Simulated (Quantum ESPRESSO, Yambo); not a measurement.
# A GW chain in Yambo: KF (Carobbiite), part 3 of 3

Aim: the G0W0 gap of KF (Carobbiite) on PBE, step by step.

Quantum ESPRESSO 7.5 and Yambo 5.3.0; PBE and many-body steps on it, plane waves. Known limits of the many-body steps: not at the basis limit; coarse k mesh.

So far. Step 3 (Bands along the symmetry lines): The gap is 6.199 eV, as in the run before at this level. Step 4 (Empty states on the mesh, 4×4×4 mesh, 64 bands): On this mesh the gap is 6.199 eV.

## (6) Screening and self-energy, 4×4×4 mesh, 64 bands, screening to 129.3 eV

G0W0 replaces the xc potential by the self-energy, built once from these orbitals. Only a window of levels is corrected, while the sums run over the empty bands that the input names.

This step: G0W0 on PBE, plane waves, norm-conserving pseudopotentials.

The input, gw1.in:

```
HF_and_locXC
gw0
dyson
ppa
em1d
rim_cut
RandQpts= 1000000
RandGvec= 1 RL
EXXRLvcs= 72 Ry
VXCRLvcs= 288 Ry
Chimod= "HARTREE"
% BndsRnXp
 1 | 64 |
%
NGsBlkXp= 9.5 Ry
% LongDrXp
 1 | 1 | 1 |
%
% GbndRnge
 1 | 64 |
%
DysSolver= "n"
ExtendOut
PPAPntXp= 27.21138 eV
% QPkrange
 1 | 8 | 3 | 12 |
%
```

The run is started by

```
OMP_NUM_THREADS=1 mpirun -n 4 yambo -F gw1.in -J gw1 -C gw1 > gw1.log
```

The program printed:

```text
 Yambo, version 5.3.0

 [02] CORE Variables Setup
 =========================

  [... cell, symmetries and grids as in the set-up ...]

  [02.05] Energies & Occupations
  ==============================

  [X] === General ===
  [X] Electronic Temperature                        :  0.000000  0.000000 [eV K]
  [X] Bosonic    Temperature                        :  0.000000  0.000000 [eV K]
  [X] Finite Temperature mode                       : no
  [X] El. density                                   :  0.41942E+24 [cm-3]
  [X] Fermi Level                                   :  1.536558 [eV]

  [X] === Gaps and Widths ===
  [X] Conduction Band Min                           :  6.199419 [eV]
  [X] Valence Band Max                              :  0.000000 [eV]
  [X] Filled Bands                                  :   8
  [X] Empty Bands                                   :    9   64
  [X] Direct Gap                                    :  6.199419 [eV]
  [X] Direct Gap localized at k                     :  1
  [X] Indirect Gap                                  :  6.199419 [eV]
  [X] Indirect Gap between kpts                     :  1  1
  [X] Last valence band width                       :  0.344584 [eV]
  [X] 1st conduction band width                     :  3.553835 [eV]

 [03] Transferred momenta grid and indexing
 ==========================================

 IBZ Q-points                                      :   8
 BZ  Q-points                                      :   64

 K/Q-points units:
 rlu = crystal or reduced units; cc = cartesian coordinates; iku = interal k-units

 Q [1]          [rlu]:  0.000000  0.000000  0.000000
 Q [2]          [rlu]:  0.16981E-17  0.16981E-17  0.25000
 Q [3]          [rlu]: -0.33962E-17 -0.33962E-17 -0.50000
 Q [4]          [rlu]:  0.74356E-19  0.25000      0.25000
 Q [5]          [rlu]: -0.62307E-17  0.25000      0.50000
 Q [6]          [rlu]: -0.33962E-17  0.25000     -0.25000
 Q [7]          [rlu]: -0.14871E-18 -0.50000     -0.50000
 Q [8]          [rlu]:  0.250000 -0.500000 -0.250000

 [04] Coloumb potential Random Integration (RIM)
 ===============================================

  [04.01] RIM initialization
  ==========================

  * Diagonal components only detected *

  8 x (sBL volume)        :  0.120444 [a.u.]
  sBZ random points       :  1000000
  Points outside the sBZ  :   7996195
  RL volume               :  0.963556 [a.u.]
  Integrated volume       :  0.964014 [a.u.]

  [04.02] RIM integrals
  =====================

  Gamma point sphere radius             :  0.089580 [a.u.]
  Points outside the sphere             :   799659
  [Int_sBZ(q=0) 1/q^2]*(Vol_sBZ)^(-1/3) =:  7.764404
                                 should be <:  7.795600

  Summary of Coulomb integrals for non-metallic bands |Q|[au] RIM/Bare

  Q [1] 0.100000E-4 0.995998 * Q [2] 0.269426 1.064955
  Q [4] 0.311106 1.063169 * Q [6] 0.439971 1.026119
  Q [5] 0.515912 1.019126 * Q [3] 0.538852 1.017184
  Q [7] 0.622213 1.014132 * Q [8] 0.695655 1.011034

 [05] Dipoles
 ============

  [05.01] Setup: observables and procedures
  =========================================

 [06] Dynamic Dielectric Matrix (PPA)
 ====================================

 [WR./gw1//ndb.pp]---------------------------------------------------------------
  Brillouin Zone Q/K grids (IBZ/BZ)                :    8   64    8   64
  RL vectors                                       :   3383 [WF]
  Coulomb cutoff potential                         : none
  Electronic Temperature                           :  0.000000 [K]
  Bosonic    Temperature                           :  0.000000 [K]
  PPA    diel. fun.  energies                      : Perdew, Burke & Ernzerhof(X)+Perdew, Burke & Ernzerhof(C)
  wavefunctions                                    : Perdew, Burke & Ernzerhof(X)+Perdew, Burke & Ernzerhof(C)
  Global Gauge                                     : length
  X matrix size                                    :  169
  X band range                                     :    1   64
  X e/h energy range                               : -1.000000 -1.000000 [eV]
  X Time ordering                                  : R
  X Hxc Kernel                                     : HARTREE
  X Drude frequency                                :  0.000000  0.000000
  X poles                                          :  100.0000 [o/o]
  RL vectors in the sum                            :   3383
  [r,Vnl] included                                 : yes
  Field direction                                  :  0.577350E-5  0.577350E-5  0.577350E-5
  BZ energy Double Grid                            : no
  BZ energy DbGd points                            : 0
  BZ Q point size factor                           : -1.000000
  X Optical Averaged directions                    : none

 [07] Local Exchange-Correlation + Non-Local Fock
 ================================================

 [VXC] Plane waves :  21187
 [EXS] Plane waves :  2733

 QP @ state[ 1 ] K range:   1   8
 QP @ state[ 1 ] b range:   3  12

 [xc] Functional : Perdew, Burke & Ernzerhof(X)+Perdew, Burke & Ernzerhof(C)
 [xc] LIBXC used to calculate xc functional
  PP Number of Atomic Species                      :  2
  NLCC RL compoments                               :  21187
  PP Number of Atomic Species                      :  2
  NLCC RL compoments                               :  21187

 [xc] E_xc :  -9.052397 [Ha]
      E_xc :  -18.10479 [Ry]

  Local XC kind (lXC) : Perdew, Burke & Ernzerhof(X)+Perdew, Burke & Ernzerhof(C)
  Non-Local XC kind (nlXC) : Hartree-Fock

  Corrections @ K [1] :  [eV]
 <3|nlXC|3> = -25.06073 -0.20624E-16 <3|lXC|3> = -18.13045 -0.18882E-15
 <4|nlXC|4> = -25.06073  0.23097E-16 <4|lXC|4> = -18.13045  0.18882E-15
 <5|nlXC|5> = -25.06075 -0.78119E-17 <5|lXC|5> = -18.13045 -0.37763E-15
 <6|nlXC|6> = -29.45302 -0.14366E-16 <6|lXC|6> = -21.89881  0.70806E-16
 <7|nlXC|7> = -29.45291  0.14952E-16 <7|lXC|7> = -21.89881  0.75527E-15
 <8|nlXC|8> = -29.45291  0.23948E-16 <8|lXC|8> = -21.89881  0.37763E-15
 <9|nlXC|9> = -4.028147  0.27525E-18 <9|lXC|9> = -7.969208 -0.11801E-16
 <10|nlXC|10> = -4.982616  0.41842E-18 <10|lXC|10> = -10.84086  0.000000
 <11|nlXC|11> = -4.982537  0.32753E-18 <11|lXC|11> = -10.84086  0.18882E-15
 <12|nlXC|12> = -4.982374 -0.71738E-18 <12|lXC|12> = -10.84086  0.94408E-16

  Corrections @ K [2] :  [eV]
[...]
Corrections @ K [3] :  [eV]
[...]
Corrections @ K [4] :  [eV]
[...]
Corrections @ K [5] :  [eV]
[...]
[... 2 further k-points ...]
  Corrections @ K [8] :  [eV]
[...]
<8|nlXC|8> = -28.81464 -0.11178E-16 <8|lXC|8> = -21.34315 -0.56645E-15
 <9|nlXC|9> = -4.912442 -0.69171E-18 <9|lXC|9> = -9.872355 -0.10621E-15
 <10|nlXC|10> = -4.912458 -0.15811E-18 <10|lXC|10> = -9.872356  0.70806E-16
 <11|nlXC|11> = -6.101182  0.90137E-18 <11|lXC|11> = -12.09489  0.94408E-16
 <12|nlXC|12> = -7.484445 -0.91070E-18 <12|lXC|12> = -14.24431 -0.18882E-15

  [07.01] Hartree-Fock occupations report
  =======================================

  [Hartree-Fock] === General ===
  [Hartree-Fock] Electronic Temperature             :  0.000000  0.000000 [eV K]
  [Hartree-Fock] Bosonic    Temperature             :  0.000000  0.000000 [eV K]
  [Hartree-Fock] Finite Temperature mode            : no
  [Hartree-Fock] El. density                        :  0.41942E+24 [cm-3]
  [Hartree-Fock] Fermi Level                        :  1.536558 [eV]

  [Hartree-Fock] === Gaps and Widths ===
  [Hartree-Fock] Conduction Band Min                :  10.14048 [eV]
  [Hartree-Fock] Valence Band Max                   : -7.554103 [eV]
  [Hartree-Fock] Filled Bands                       :   8
  [Hartree-Fock] Empty Bands                        :    9   64
  [Hartree-Fock] Direct Gap                         :  17.69458 [eV]
  [Hartree-Fock] Direct Gap localized at k          :  1
  [Hartree-Fock] Indirect Gap                       :  17.69458 [eV]
  [Hartree-Fock] Indirect Gap between kpts          :  1  1
  [Hartree-Fock] Last valence band width            :  0.360891 [eV]
  [Hartree-Fock] 1st conduction band width          :  4.572687 [eV]

 [08] Dyson equation: Newton solver
 ==================================

  [08.01] G0W0 (W PPA)
  ====================

  [  GW  ] Bands range     :    1   64
  [GW/PPA] G damping       :  0.100000 [eV]

  QP @ state[ 1 ] K range:   1   8
  QP @ state[ 1 ] b range:   3  12

   Sc/G bands                                       :    1   64
   Sc/G damping                                     :  0.100000 ev
   Sc bands terminator                              : no
   Sx RL components                                 :  2733

   QP @ state[ 1 ] K range                          :   1   8
   QP @ state[ 1 ] b range                          :   3  12
   GF energies kind                                 : Perdew, Burke & Ernzerhof(X)+Perdew, Burke & Ernzerhof(C)
   GF WF`s kind                                     : Perdew, Burke & Ernzerhof(X)+Perdew, Burke & Ernzerhof(C)
   Xs energies kind                                 : Perdew, Burke & Ernzerhof(X)+Perdew, Burke & Ernzerhof(C)
   Xs WF`s kind                                     : Perdew, Burke & Ernzerhof(X)+Perdew, Burke & Ernzerhof(C)

 [11] Game Over & Game summary
```

Wall time 1.8 min (4 MPI ranks of Arm Neoverse V2, shared host); peak memory 1.4 GiB.

This step gave:

```yaml
g0w0_gap_on_the_mesh: 9.505 eV
starting_gap_on_the_mesh: 6.199 eV
k_of_the_valence_top: 0, 0, 0
k_of_the_conduction_bottom: 0, 0, 0
least_direct_g0w0_gap_on_the_computed_points: 9.505 eV
z_at_the_valence_top: 0.8146
z_at_the_conduction_bottom: 0.9012
```

The gap on the mesh goes from 6.20 eV to 9.51 eV, a correction of +3.31 eV.

Limits: finite bands, cutoff and mesh; coarse k mesh. v1 is the top filled band, c1 the lowest empty one. The levels before and after the correction (eV, zero at the valence-band top of each column):

|  | conduction bottom | valence top |
| --- | --- | --- |
| Kohn-Sham | 6.20 | 0.00 |
| G0W0 | 9.51 | 0.00 |

```csv
,level,energy (eV)
Kohn-Sham,Γ v4,-9.364
Kohn-Sham,Γ v3-v1,0.000
Kohn-Sham,Γ c1,6.199
Kohn-Sham,Γ c2-c4,10.694
G0W0,Γ v4,-10.810
G0W0,Γ v3-v1,0.000
G0W0,Γ c1,9.505
G0W0,Γ c2-c4,15.569
```

## (7) Where the time went

Times are wall times on the hardware named with each run, good to a factor of about two.

| step | time | share | memory (GiB) |
| --- | --- | --- | --- |
| ground state | 3 s | 3 % | 0.23 |
| bands along the symmetry lines | 3.2 s | 3 % | 0.2 |
| empty states on the mesh | 2.8 s | 2 % | 0.25 |
| conversion and set-up | 2.1 s | 2 % | 0.24 |
| screening and self-energy | 1.8 min | 90 % | 1.4 |

## (8) Summary of results

| Quantity | Value |
| --- | --- |
| PBE gap | 6.20 eV, direct |
| G0W0 gap on the mesh | 9.51 eV |
| GW settings | 4×4×4 mesh, 64 bands, screening to 129.3 eV, Godby-Needs plasmon pole |
| known limits | not at the basis limit; coarse k mesh |

G0W0 moves the gap on the mesh from 6.20 eV to 9.51 eV (+3.31 eV), with Z of 0.81 and 0.90 at the edges. The dearest step here is «screening and self-energy». Bands and cutoff are finite, so the gap is not at the basis limit. The miss can reach some tenths of an eV and take either sign; the mesh is an error of its own. The 4×4×4 mesh is coarse for this cell, which bears on the long-range parts of exchange and screening.

[Paths, hosts, dates, memory and timing lines, banners, echoed tables and standing remarks are left out of the program output.]

[Logs are printed without paths, hosts, clocks, repeated set-up lines and the standing remarks that a program may print on its own settings, such as how far it seeks lower states.]

[Runs of the session that timed out or met a known fault of the program may be left out.]

[Hosts, paths, dates, database ids (printed as entryN), source tags and the programs' standing remarks are cut or masked in the printed files.]
